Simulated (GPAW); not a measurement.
Wanted: an ASE script for a GPAW 26.7.0 run.

- Task: equation of state
- Functional: PBE
- Dispersion: D4
- Potentials or basis: GPAW PAW data sets (gpaw-data 1.2.1)
- Cutoff: 600 eV
- Basis: pw
- k mesh: 6 × 6 × 6
- Occupations: fermi-dirac, width 0.05 eV
- Spin: no spin polarisation
- Maxiter: 150
- Eos scales: [0.94, 0.96, 0.98, 1.0, 1.02, 1.04, 1.06]

The structure of GaSb lies in POSCAR:

```
GaSb
1.0
    0.0000000000      3.0590000000      3.0590000000
    3.0590000000      0.0000000000      3.0590000000
    3.0590000000      3.0590000000      0.0000000000
Sb Ga
1 1
Direct
    0.7500000000      0.7500000000      0.7500000000
    0.0000000000      0.0000000000      0.0000000000
```

These files were run (other wordings do the same):

run.py

```python
from ase.calculators.mixing import SumCalculator
from ase.eos import EquationOfState
from ase.io import Trajectory, read
from ase.units import GPa
from dftd4.ase import DFTD4
from gpaw import GPAW, PW

atoms = read('POSCAR')

traj = Trajectory('eos.traj', 'w')
volumes, energies = [], []
for x in [0.94, 0.96, 0.98, 1.0, 1.02, 1.04, 1.06]:
    a = atoms.copy()
    a.set_cell(atoms.cell * x**(1 / 3), scale_atoms=True)
    calc = GPAW(mode=PW(600),
                xc='PBE',
                kpts={'size': (6, 6, 6), 'gamma': True},
                occupations={'name': 'fermi-dirac', 'width': 0.05},
                nbands=18,
                convergence={'density': 1e-05, 'energy': 1e-05},
                maxiter=150,
                txt=f'eos-{x:.2f}.txt')
    a.calc = SumCalculator([calc, DFTD4(method='pbe')])
    energies.append(a.get_potential_energy())
    volumes.append(a.get_volume())
    p = -a.get_stress()[:3].mean() / GPa
    calc.write(f'eos-{x:.2f}.gpw')
    traj.write(a)
    print(f'{x:.2f} {volumes[-1]:10.4f} A^3 {energies[-1]:14.6f} eV {p:9.3f} GPa', flush=True)

v0, e0, B = EquationOfState(volumes, energies, eos='birchmurnaghan').fit()
print(f'V0 = {v0:.4f} A^3, E0 = {e0:.6f} eV, B0 = {B / GPa:.2f} GPa')
```

Potentials or basis: GPAW PAW data sets (gpaw-data 1.2.1), pw.

The run is started by

```console
$ OMP_NUM_THREADS=1 python run.py
```

It gave:

The equilibrium volume is 28.57 Å³/atom. The bulk modulus is 51 GPa and the pressure derivative of the bulk modulus is 5.0 (rough: it moves with the points fitted).

Wall time 110 s on 1 thread of AMD EPYC 7571 (shared host), peak memory 0.27 GiB.
